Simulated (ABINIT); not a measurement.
# TiAl (Pm-3m) in ABINIT: convergence with k mesh

Aim: find how far k mesh must go before the results for TiAl settle, at PBE. This setting moves, with any that are tied to it; all else stays.

Everything below comes from runs of ABINIT 10.8.3 (patched build). Logs are shortened: lines on timing, memory, paths and dates and some standing lists are left out, and cuts for length are marked. The log counts tension as positive stress, the text compression.

### Step 1. The structure

Symmetry: Pm-3m, No. 221, cubic system. The conventional cell has a = 3.179 Å, b = 3.179 Å, c = 3.179 Å, α = 90.00°, β = 90.00°, γ = 90.00°. Ti (site symmetry m-3m) is surrounded by 8 Al at 2.75 Å. Al (site symmetry m-3m) has 8 Ti at 2.75 Å as nearest neighbours.

The cell comes from a database or a generator and needn't be the stable form of this composition.

### Step 2. With k mesh 2 × 2 × 2

The input, run.abi:

```
# Pseudopotentials
pp_dirpath "./"
pseudos "Ti.GGA_PBE-JTH.xml, Al.GGA_PBE-JTH.xml"

# Structure
acell 3.179064 3.179064 3.179064 Angstrom
rprim
     1.0000000000     0.0000000000     0.0000000000
     0.0000000000     1.0000000000     0.0000000000
     0.0000000000     0.0000000000     1.0000000000
ntypat 2
znucl 22 13
natom 2
typat 1 2
xred
     0.0000000000     0.0000000000     0.0000000000
     0.5000000000     0.5000000000     0.5000000000

# Plane-wave basis
ecut 408.170794 eV
pawecutdg 30.0
pawxcdev 0

# k points
kptopt 1
ngkpt 2 2 2
nshiftk 1
shiftk 0.0 0.0 0.0

# Exchange and correlation
ixc 11

# Bands and occupations
nband 12
occopt 4
tsmear 0.05 eV

# SCF cycle
nstep 100
tolvrs 1.0e-9

# Output
iomode 3
prtwf 0
prtden 0
prteig 0
prtebands 0
enunit 1
```

Potentials or basis: JTH PAW PBE v2.0.

Launch:

```console
$ abinit run.abi > log 2>&1
```

run.abo:

```text
.Version 10.8.3 of ABINIT
 Symmetries : space group Pm -3 m (#221); Bravais cP (primitive cubic)
================================================================================
 Values of the parameters that define the memory need of the present run
     intxc =       0    ionmov =       0      iscf =      17    lmnmax =      18
     lnmax =       6     mgfft =      24  mpssoang =       3    mqgrid =    3001
     natom =       2  nloc_mem =       2    nspden =       1   nspinor =       1
    nsppol =       1      nsym =      48    n1xccc =       1    ntypat =       2
    occopt =       4   xclevel =       2
       mpw =         312          nfft =       13824          nkpt =           4
 PAW method is used; the additional fine FFT grid is defined by:
   mgfftf=        30    nfftf =     27000
================================================================================
================================================================================

--------------------------------------------------------------------------------
------------- Echo of variables that govern the present computation ------------
--------------------------------------------------------------------------------
 -outvars: echo values of preprocessed input variables --------
            acell      6.0075602967E+00  6.0075602967E+00  6.0075602967E+00 Bohr
              amu      4.78800000E+01  2.69815390E+01
             ecut      1.50000000E+01 Hartree
           enunit           1
              ixc          11
         kptrlatt        2    0    0      0    2    0      0    0    2
          kptrlen      1.20151206E+01
            natom           2
            nband          12
            ngfft          24      24      24
          ngfftdg          30      30      30
             nkpt           4
            nstep         100
             nsym          48
           ntypat           2
           occopt           4
        pawecutdg      3.00000000E+01 Hartree
         pawxcdev           0
           prtden           0
        prtebands           0
           prteig           0
            prtwf           0
          spgroup         221
           tolvrs      1.00000000E-09
           tsmear      1.83746611E-03 Hartree
            typat      1  2
           useylm           1
           xangst      0.0000000000E+00  0.0000000000E+00  0.0000000000E+00
                       1.5895320000E+00  1.5895320000E+00  1.5895320000E+00
            xcart      0.0000000000E+00  0.0000000000E+00  0.0000000000E+00
                       3.0037801484E+00  3.0037801484E+00  3.0037801484E+00
             xred      0.0000000000E+00  0.0000000000E+00  0.0000000000E+00
                       5.0000000000E-01  5.0000000000E-01  5.0000000000E-01
            znucl       22.00000   13.00000

================================================================================

 chkinp: Checking input parameters for consistency.

================================================================================
== DATASET  1 ==================================================================

--- !DatasetInfo
iteration_state: {dtset: 1, }
[... 112 lines left out ...]

================================================================================

 ----iterations are completed or convergence reached----

 Mean square residual over all n,k,spin=   95.498E-09; max=  45.381E-07
 reduced coordinates (array xred) for    2 atoms
       0.000000000000      0.000000000000      0.000000000000
       0.500000000000      0.500000000000      0.500000000000
 rms dE/dt=  0.0000E+00; max dE/dt=  0.0000E+00; dE/dt below (all hartree)
    1       0.000000000000      0.000000000000      0.000000000000
    2       0.000000000000      0.000000000000      0.000000000000

 cartesian coordinates (angstrom) at end:
    1      0.00000000000000     0.00000000000000     0.00000000000000
    2      1.58953200000000     1.58953200000000     1.58953200000000

 cartesian forces (hartree/bohr) at end:
    1     -0.00000000000000    -0.00000000000000    -0.00000000000000
    2     -0.00000000000000    -0.00000000000000    -0.00000000000000
 frms,max,avg= 0.0000000E+00 0.0000000E+00   0.000E+00  0.000E+00  0.000E+00 h/b

 cartesian forces (eV/Angstrom) at end:
    1     -0.00000000000000    -0.00000000000000    -0.00000000000000
    2     -0.00000000000000    -0.00000000000000    -0.00000000000000
 frms,max,avg= 0.0000000E+00 0.0000000E+00   0.000E+00  0.000E+00  0.000E+00 e/A
 length scales=  6.007560296733  6.007560296733  6.007560296733 bohr
              =  3.179064000000  3.179064000000  3.179064000000 angstroms
 Fermi (or HOMO) energy (eV) =   8.84556   Average Vxc (eV)= -10.68821
 Eigenvalues (   eV  ) for nkpt=   4  k points:
 kpt#   1, nband= 12, wtk=  0.12500, kpt=  0.0000  0.0000  0.0000 (reduced coord)
 -48.30979  -24.49627  -24.49627  -24.49627   -0.44723    7.28677    7.28677   10.46770
  10.46770   10.46770   13.24137   13.24137
 prteigrs : prtvol=0 or 1, do not print more k-points.

--- !EnergyTerms
iteration_state     : {dtset: 1, }
comment             : Components of total free energy in Hartree
kinetic             :  8.53969285176594E+00
hartree             :  1.50803529378159E+01
xc                  : -4.32306327790808E+00
Ewald energy        : -4.09355778309905E+01
psp_core            :  1.51118362952128E+00
local_psp           : -4.11326685796237E+01
PAW spherical_terms :  4.66165177167984E-01
internal            : -6.07939150922513E+01
'-kT*entropy'       : -2.73160603360695E-04
total_energy        : -6.07941882528546E+01
total_energy_eV     : -1.65429413805931E+03
...

--- !EnergyTermsDC
iteration_state     : {dtset: 1, }
comment             : '"Double-counting" decomposition of free energy'
band_energy         : -7.51914226552034E+00
Ewald energy        : -4.09355778309905E+01
psp_core            :  1.51118362952128E+00
xc_dc               : -1.46694835675761E+01
PAW spherical_terms :  8.19082213038360E-01
internal            : -6.07939378215273E+01
'-kT*entropy'       : -2.73160603360695E-04
total_energy_dc     : -6.07942109821307E+01
total_energy_dc_eV  : -1.65429475655442E+03
...

--- !EnergyTermsWithPAWCore
iteration_state     : {dtset: 1, }
comment             : 'Components of total free energy, including PAW core contributions'
Total energy        : -1.09667138817376E+03
Total energy DC     : -1.09667141090304E+03
Total energy (eV)   : -2.98419487285123E+04
Total energy DC (eV): -2.98419493470074E+04
...

 Cartesian components of stress tensor (hartree/bohr^3)
  sigma(1 1)= -6.69761383E-06  sigma(3 2)=  0.00000000E+00
  sigma(2 2)= -6.69761383E-06  sigma(3 1)=  0.00000000E+00
  sigma(3 3)= -6.69761383E-06  sigma(2 1)=  0.00000000E+00

-Cartesian components of stress tensor (GPa)         [Pressure=  1.9705E-01 GPa]
- sigma(1 1)= -1.97050602E-01  sigma(3 2)=  0.00000000E+00
- sigma(2 2)= -1.97050602E-01  sigma(3 1)=  0.00000000E+00
- sigma(3 3)= -1.97050602E-01  sigma(2 1)=  0.00000000E+00

== END DATASET(S) ==============================================================
================================================================================

 -outvars: echo values of variables after computation  --------
            acell      6.0075602967E+00  6.0075602967E+00  6.0075602967E+00 Bohr
           etotal     -6.0794210982E+01
            fcart     -0.0000000000E+00 -0.0000000000E+00 -0.0000000000E+00
                      -0.0000000000E+00 -0.0000000000E+00 -0.0000000000E+00
           strten     -6.6976138325E-06 -6.6976138325E-06 -6.6976138325E-06
                       0.0000000000E+00  0.0000000000E+00  0.0000000000E+00
           xangst      0.0000000000E+00  0.0000000000E+00  0.0000000000E+00
                       1.5895320000E+00  1.5895320000E+00  1.5895320000E+00
             xred      0.0000000000E+00  0.0000000000E+00  0.0000000000E+00
                       5.0000000000E-01  5.0000000000E-01  5.0000000000E-01
 Calculation completed.
```

Wall time 3 s (1 thread of Arm Neoverse V2, shared host); peak memory 0.08 GiB.

What came out:

| Property | Result |
| --- | --- |
| Free energy | -1654.2948 eV |
| Pressure | 0.2 GPa |
| Band gap on the k mesh | none (metal or under the smearing width) |
| Valence electrons inside the program's atomic spheres | Ti 10.15; Al 0.80 |

### Step 3. With k mesh 4 × 4 × 4

Edit run.abi of step 2 so:

```diff
@@ -25,3 +25,3 @@
 kptopt 1
-ngkpt 2 2 2
+ngkpt 4 4 4
 nshiftk 1
```

Potentials or basis: JTH PAW PBE v2.0.

Launch:

```console
$ abinit run.abi > log 2>&1
```

It took 4 s on 1 thread of Arm Neoverse V2, shared host; peak memory 0.08 GiB.

Results (log left out):

* Free energy: -1653.7635 eV
* Pressure: 2.0 GPa
* Band gap on the k mesh: none (metal or under the smearing width)
* Valence electrons inside the program's atomic spheres: Ti 10.17; Al 0.81

### Step 4. With k mesh 5 × 5 × 5

Edit run.abi of step 3 so:

```diff
@@ -25,3 +25,3 @@
 kptopt 1
-ngkpt 4 4 4
+ngkpt 5 5 5
 nshiftk 1
```

Launch:

```console
$ abinit run.abi > log 2>&1
```

Wall time 4.2 s (1 thread of Arm Neoverse V2, shared host); peak memory 0.08 GiB.

Results (log left out):

```yaml
Free_energy: -1653.7577 eV
Pressure: 0.9 GPa
Band_gap_on_the_k_mesh: none (metal or under the smearing width)
Valence_electrons_inside_the_program's_atomic_spheres: Ti 10.19; Al 0.81
```

### Step 5. With k mesh 6 × 6 × 6

Edit run.abi of step 4 so:

```diff
@@ -25,3 +25,3 @@
 kptopt 1
-ngkpt 5 5 5
+ngkpt 6 6 6
 nshiftk 1
```

Launch:

```console
$ abinit run.abi > log 2>&1
```

Run time: 5.5 s. Hardware: 1 thread of Arm Neoverse V2, shared host; peak memory 0.09 GiB.

It converged, with:

```yaml
Free_energy: -1653.7570 eV
Pressure: 0.7 GPa
Band_gap_on_the_k_mesh: none (metal or under the smearing width)
Valence_electrons_inside_the_program's_atomic_spheres: Ti 10.19; Al 0.81
```

### Step 6. With k mesh 7 × 7 × 7

Edit run.abi of step 5 so:

```diff
@@ -25,3 +25,3 @@
 kptopt 1
-ngkpt 6 6 6
+ngkpt 7 7 7
 nshiftk 1
```

Potentials or basis: JTH PAW PBE v2.0.

Launch:

```console
$ abinit run.abi > log 2>&1
```

Run time: 5.6 s. Hardware: 1 thread of Arm Neoverse V2, shared host; peak memory 0.09 GiB.

It converged, with:

```yaml
Free_energy: -1653.7699 eV
Pressure: 0.8 GPa
Band_gap_on_the_k_mesh: none (metal or under the smearing width)
Valence_electrons_inside_the_program's_atomic_spheres: Ti 10.19; Al 0.81
```

### Step 7. With k mesh 8 × 8 × 8

Edit run.abi of step 6 so:

```diff
@@ -25,3 +25,3 @@
 kptopt 1
-ngkpt 7 7 7
+ngkpt 8 8 8
 nshiftk 1
```

Launch:

```console
$ abinit run.abi > log 2>&1
```

Run time: 7.7 s. Hardware: 1 thread of Arm Neoverse V2, shared host; peak memory 0.09 GiB.

It converged, with:

```yaml
Free_energy: -1653.7482 eV
Pressure: 0.8 GPa
Band_gap_on_the_k_mesh: none (metal or under the smearing width)
Valence_electrons_inside_the_program's_atomic_spheres: Ti 10.19; Al 0.81
```

### Step 8. With k mesh 10 × 10 × 10

Edit run.abi of step 7 so:

```diff
@@ -25,3 +25,3 @@
 kptopt 1
-ngkpt 8 8 8
+ngkpt 10 10 10
 nshiftk 1
```

Launch:

```console
$ abinit run.abi > log 2>&1
```

It took 11 s on 1 thread of Arm Neoverse V2, shared host; peak memory 0.1 GiB.

It converged, with:

```yaml
Free_energy: -1653.7546 eV
Pressure: 0.8 GPa
Band_gap_on_the_k_mesh: none (metal or under the smearing width)
Valence_electrons_inside_the_program's_atomic_spheres: Ti 10.19; Al 0.81
```

### Step 9. With k mesh 12 × 12 × 12

Edit run.abi of step 8 so:

```diff
@@ -25,3 +25,3 @@
 kptopt 1
-ngkpt 10 10 10
+ngkpt 12 12 12
 nshiftk 1
```

Potentials or basis: JTH PAW PBE v2.0.

Launch:

```console
$ abinit run.abi > log 2>&1
```

Wall time 15 s (1 thread of Arm Neoverse V2, shared host); peak memory 0.1 GiB.

Results (log left out):

```yaml
Free_energy: -1653.7536 eV
Pressure: 0.9 GPa
Band_gap_on_the_k_mesh: none (metal or under the smearing width)
Valence_electrons_inside_the_program's_atomic_spheres: Ti 10.19; Al 0.81
```

### Step 10. Summary

| k mesh | energy less the tightest run (meV/atom) | pressure (GPa) | SCF cycles | CPU time (s) | peak memory (GiB) |
| --- | --- | --- | --- | --- | --- |
| 2 × 2 × 2 | -270.60 | 0.20 | 9 | 2.9 | 0.08 |
| 4 × 4 × 4 | -4.97 | 2.03 | 10 | 4 | 0.08 |
| 5 × 5 × 5 | -2.06 | 0.91 | 10 | 4.2 | 0.08 |
| 6 × 6 × 6 | -1.70 | 0.69 | 10 | 5.4 | 0.09 |
| 7 × 7 × 7 | -8.18 | 0.77 | 10 | 5.6 | 0.09 |
| 8 × 8 × 8 | 2.66 | 0.84 | 10 | 7.6 | 0.09 |
| 10 × 10 × 10 | -0.50 | 0.83 | 11 | 11 | 0.1 |
| 12 × 12 × 12 | 0.00 | 0.87 | 10 | 15 | 0.1 |

Against the tightest run, the energy stays within 1 meV/atom from 10 × 10 × 10 on; the pressure stays within 0.1 GPa from 8 × 8 × 8 on. Meshes of other sizes hit other points, so gaps and Fermi surfaces needn't settle smoothly. The tightest run that finished is the yardstick and may itself not be fully converged.
